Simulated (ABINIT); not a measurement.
Runs of ABINIT 10.8.3 (patched build) on MgO. Symmetry: Fm-3m, No. 225, cubic system. The conventional cell has a = 4.194 Å, b = 4.194 Å, c = 4.194 Å, α = 90.00°, β = 90.00°, γ = 90.00°. Mg (site symmetry m-3m) has 6 O at 2.10 Å as nearest neighbours. O (site symmetry m-3m) has 6 Mg at 2.10 Å as nearest neighbours. The cell is a database's computed one.

```tsv
level	gap on the mesh (eV)	pressure (GPa)
r2SCAN	5.77	1.7
revPBE	4.95	10.1
LDA	4.78	-3.4
TB-mBJ	7.09	-
PBEsol	(b)	2.2
BLYP	5.13	9.5
AM05	4.84	(a)
WC	4.79	2.2
```

Alike in all rows: task band structure; potentials or basis JTH PAW PBE v2.0; no spin polarisation; cell as given; k mesh 11 × 11 × 11; cutoff (eV) 762; smearing fermi-dirac 0.05 eV.

Task: Estimate the missing entries.

Result: (a) 2.9; (b) 4.76.

Caveats: the PAW data sets were made with another functional, which shifts forces and pressure a little; the constant c of TB-mBJ comes from the pseudo density here, which moves gaps by up to 0.3 eV between sets of potentials (some runs).

Runs at the PBE level aren't shown here.
